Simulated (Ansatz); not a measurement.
## Equation of state of BAs

```
B As
1.0
     0.00000    2.40963    2.40963
     2.40963    0.00000    2.40963
     2.40963    2.40963    0.00000
B As
1 1
Direct
  0.75000 0.75000 0.75000
  0.00000 0.00000 0.00000
```

The cell is the one relaxed in the Materials Project (mp-10044), not relaxed further here; entries there can be hypothetical.

Levels of theory: DFT, LDA, all-electron LAPW, scalar-relativistic (Ansatz 0.2.0); DFT, LDA, PAW with Ansatz's default frozen-core files, scalar-relativistic (Ansatz 0.2.0).

For LAPW: a Γ-centred 11×11×11 k mesh, Fermi–Dirac smearing of 0.01 eV, basis error target 1 meV/atom, no spin polarisation. PAW takes a cutoff of 420 eV at this cell (files made with PBE, cores remade for this functional). The Ansatz runs share mesh, smearing and spin set-up. Plane-wave (PAW) pressures include the program's estimate of the Pulay term.

The cell above is scaled evenly, with fractional coordinates and shape held.

```csv
V/V(cell),V (Å³/atom),"P, LAPW (GPa)","P, PAW (GPa)","gap on the k mesh, LAPW (eV)"
0.9500,13.291,-0.49,-0.50,1.14
0.9750,13.641,-4.07,-4.07,1.16
1.0000,13.991,-7.19,-7.19,1.18
1.0250,14.341,-9.92,-9.92,1.20
1.0500,14.691,-12.30,-12.30,1.22
```
